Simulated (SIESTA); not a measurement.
InSe:

```
CELL_PARAMETERS angstrom
2.00000 1.15470 8.44000
-2.00000 1.15470 8.44000
0.00000 -2.30940 8.44000
ATOMIC_POSITIONS crystal
In 0.88860 0.88860 0.88860
In 0.00000 0.00000 0.00000
Se 0.17190 0.17190 0.17190
Se 0.38350 0.38350 0.38350
```

```yaml
Program: SIESTA 5.4.2
Task: single point
Functional: PBE
Potentials_or_basis: PseudoDojo 0.4 standard (PBE files)
Basis: DZP (energy shift 0.002 Ry; radii capped at 9.5 bohr)
Grid_cutoff: 500 Ry
Energy_shift: 0.002 Ry
k_mesh: 8 × 8 × 8
Occupations: fermi-dirac, width 0.05 eV
Spin: no spin polarisation
```

On this cell: pressure 4.4 GPa; largest force 0.659 eV/Å; band gap on the k mesh 0.39 eV, direct.

The same run follows on a disturbed copy (atoms moved at random, drawn with an rms of 0.05 Å):

```
In Se
1.0
     2.00000    1.15470    8.44000
    -2.00000    1.15470    8.44000
     0.00000   -2.30940    8.44000
In Se
2 2
Direct
  0.90263 0.88376 0.88154
  0.98127 0.99704 0.01686
  0.15968 0.17080 0.18013
  0.38667 0.37250 0.38690
```

Task: What does the disturbed cell give?

Result: The energy moves by +4.3 meV/atom; pressure 4.2 GPa; largest force 0.804 eV/Å; band gap on the k mesh 0.48 eV, direct.

Forces in eV/Å, atoms in the order of the input:
```
In  -0.271 -0.334 -0.006
In   0.411  0.300 -0.373
Se   0.284  0.331 -0.237
Se  -0.424 -0.297  0.615
```

Stress tensor (GPa, compression positive):
```
 4.29  0.17 -1.23
 0.17  4.34 -1.08
-1.23 -1.08  3.86
```

Caveats: semicore shells carry a single zeta, which can move pressures by several GPa and volumes by a few percent; spin-orbit coupling is left out, which moves the levels of the heavy elements; the basis of atomic orbitals isn't converged, which shifts pressures, moduli and gaps.

A k mesh can miss the band edges.
